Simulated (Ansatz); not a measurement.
# Cu2O — electric field gradients

The cell is an entry of the Crystallography Open Database (COD) whose atoms were relaxed with PBE, the cell held.

```
CELL_PARAMETERS angstrom
4.26850 0.00000 0.00000
0.00000 4.26850 0.00000
0.00000 0.00000 4.26850
ATOMIC_POSITIONS crystal
Cu 0.25000 0.25000 0.25000
Cu 0.25000 0.75000 0.75000
Cu 0.75000 0.75000 0.25000
Cu 0.75000 0.25000 0.75000
O 0.00000 0.00000 0.00000
O 0.50000 0.50000 0.50000
```

Atom numbers follow the list; atoms alike are taken as one site, whose name carries the number of the first.

Method: Kohn–Sham DFT in Ansatz, LDA, plane waves and PAW, scalar-relativistic, 420 eV cutoff, Γ-centred 7×7×7 k-points, Fermi–Dirac smearing 0.02 eV.

C_Q = eQV_zz/h, which is 24.18 MHz for Q = 1 b and V_zz = 10²¹ V/m²; η = (V_xx − V_yy)/V_zz. Directions are in the Cartesian axes of the cell vectors above, for the atom listed; none is given where the gradient is under 0.02 or η is above 0.95.

| site | first atom | first shell | V_zz (10²¹ V/m²) | η | direction of V_zz (x, y, z) |
| --- | --- | --- | --- | --- | --- |
| Cu | 1 | 2 O at 1.85 Å, angle 180° | -4.87 | 0.00 | 0.58 0.58 0.58 |
| O | 5 | 4 Cu at 1.85 Å | 0.00 | – | – |

An axis of threefold or higher order runs through Cu, so V_zz lies along it and η is zero. O sits on a cubic site, where every gradient vanishes.

At this cell the LDA pressure is -9 GPa, so with LDA the cell would shrink if it were relaxed. Semilocal functionals underestimate gradients at Cu(I) with two or three neighbours, in Cu₂O by a fifth to nearly a half.

The run took 4.4 s of wall time (4.3 s of CPU time) and 0.42 GiB at its peak, on 1 thread of Intel Xeon 6975P-C (Granite Rapids) (x86_64; 16 cores open to the job, memory cap 3.0 GiB, no GPU), a shared host with a load of 0.5 a core.
